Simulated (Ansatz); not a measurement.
# Equation of state of Li

```
Li
1.0
     1.55050    0.89518    7.58830
    -1.55050    0.89518    7.58830
     0.00000   -1.79036    7.58830
Li
3
Direct
  0.00000 0.00000 0.00000
  0.22200 0.22200 0.22200
  0.77800 0.77800 0.77800
```

Structure: COD 9017802, as refined from experiment and not relaxed.

Methods: DFT, PBE, all-electron LAPW, scalar-relativistic (Ansatz 0.2.0); DFT, PBE, PAW with Ansatz's default frozen-core files, scalar-relativistic (Ansatz 0.2.0).

For LAPW: a Γ-centred 12×12×12 k mesh, Fermi–Dirac smearing of 0.05 eV, basis error target 1 meV/atom, no spin polarisation. PAW takes a cutoff of 420 eV at this cell. The Ansatz runs share mesh, smearing and spin set-up. Plane-wave (PAW) pressures include the program's estimate of the Pulay term.

The cell above is scaled evenly, with fractional coordinates and shape held.

| V/V(cell) | V (Å³/atom) | P, LAPW (GPa) | P, PAW (GPa) | free energy over the lowest listed, PAW (meV/atom) |
| --- | --- | --- | --- | --- |
| 0.9400 | 19.801 | 0.30 | 0.30 | 0.4 |
| 0.9600 | 20.222 | 0.00 | -0.01 | 0.0 |
| 0.9800 | 20.643 | -0.27 | -0.28 | 0.4 |
| 0.9900 | 20.854 | -0.40 | -0.41 | 0.8 |
| 1.0000 | 21.065 | -0.52 | -0.53 | 1.5 |
| 1.0100 | 21.275 | -0.64 | -0.65 | 2.2 |
| 1.0200 | 21.486 | -0.75 | -0.76 | 3.2 |
| 1.0400 | 21.907 | -0.97 | -0.97 | 5.5 |
| 1.0600 | 22.329 | -1.16 | -1.17 | 8.3 |

Question: What do Birch–Murnaghan fits to the pressures give?

Answer: LAPW: V0 = 20.23 Å³/atom, B0 = 14 GPa, B0′ = 3.3; PAW: V0 = 20.21 Å³/atom, B0 = 14 GPa, B0′ = 3.3.

PAW's V0 lies -0.06 % from the all-electron value and its B0 0.2 %. With shape and internal coordinates held, B0 is an upper bound to the relaxed modulus.
